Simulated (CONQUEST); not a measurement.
In:

```xyz
2
Lattice="3.7651 0.0000 0.0000 0.0000 3.7651 0.0000 0.0000 0.0000 3.7651" Properties=species:S:1:pos:R:3 pbc="T T T"
In    0.0000    0.0000    0.0000
In    1.8825    1.8825    1.8825
```

This isn't the form of In at room conditions, which is tetragonal.

| Item | Value |
| --- | --- |
| Program | CONQUEST 1.3 |
| Task | single point |
| Functional | PBE |
| Potentials or basis | PseudoDojo NC PBE, DZP, grid cutoff 120 Ha |
| k mesh | 7 × 7 × 7 |
| Occupations | fermi-dirac, width 0.05 eV |
| Spin | no spin polarisation |

On this cell: pressure 2.2 GPa; largest force zero by symmetry; band gap on the k mesh none (metal or under the smearing width).

The same run follows on a disturbed copy (atoms of the box moved at random, drawn with an rms of 0.05 Å):

```
CELL_PARAMETERS angstrom
3.76505 0.00000 0.00000
0.00000 3.76505 0.00000
0.00000 0.00000 3.76505
ATOMIC_POSITIONS crystal
In 0.00656 0.99537 0.99601
In 0.49795 0.49569 0.48881
```

What does the disturbed cell give?

The energy (extrapolated to zero smearing) moves by +0.8 meV/atom; pressure 2.2 GPa; largest force 0.071 eV/Å; band gap on the k mesh none (metal or under the smearing width).

Forces in eV/Å, atoms in the order of the input:
```
In  -0.053  0.003 -0.042
In   0.052  0.000  0.048
```

Stress tensor (GPa, compression positive):
```
2.16 0.00 0.02
0.00 2.18 0.00
0.02 0.00 2.25
```

Caveats: the basis of atomic orbitals isn't converged, which shifts pressures, moduli and gaps; the box holds several primitive cells, so bands are folded and the points are those of the box's own zone (some runs).
